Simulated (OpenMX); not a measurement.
Bi:

```
CELL_PARAMETERS angstrom
2.26750 1.30914 3.93800
-2.26750 1.30914 3.93800
0.00000 -2.61828 3.93800
ATOMIC_POSITIONS crystal
Bi 0.76600 0.76600 0.76600
Bi 0.23400 0.23400 0.23400
```

```yaml
Program: OpenMX 3.8.5
Task: single point
Functional: PBE
Potentials_or_basis: OpenMX 2013 PBE set, Bi8.0-s3p2d2f1, grid cutoff 500 Ry
k_mesh: 7 × 7 × 7
Occupations: fermi-dirac, width 0.05 eV
Spin: no spin polarisation
```

On this cell: pressure 3.4 GPa; largest force 0.365 eV/Å; band gap on the k mesh 0.29 eV, indirect (least direct gap 0.56 eV).

The same run follows on a disturbed copy (atoms moved at random, drawn with an rms of 0.05 Å):

```
CELL_PARAMETERS angstrom
2.26750 1.30914 3.93800
-2.26750 1.30914 3.93800
0.00000 -2.61828 3.93800
ATOMIC_POSITIONS crystal
Bi 0.77243 0.78624 0.75406
Bi 0.23222 0.23858 0.23225
```

Q: What does the disturbed cell give?

A: The energy moves by +16.9 meV/atom; pressure 4.1 GPa; largest force 0.709 eV/Å; band gap on the k mesh 0.26 eV, indirect (least direct gap 0.55 eV).

Forces in eV/Å, atoms in the order of the input:
```
Bi   0.053 -0.227 -0.670
Bi  -0.051  0.225  0.670
```

Caveats: spin-orbit coupling is left out, which as a rule narrows the gap of such compounds by several tenths of an eV; an odd mesh through Γ misses points on the zone boundary, where band edges often lie; the basis of atomic orbitals isn't converged, which shifts pressures, moduli and gaps.
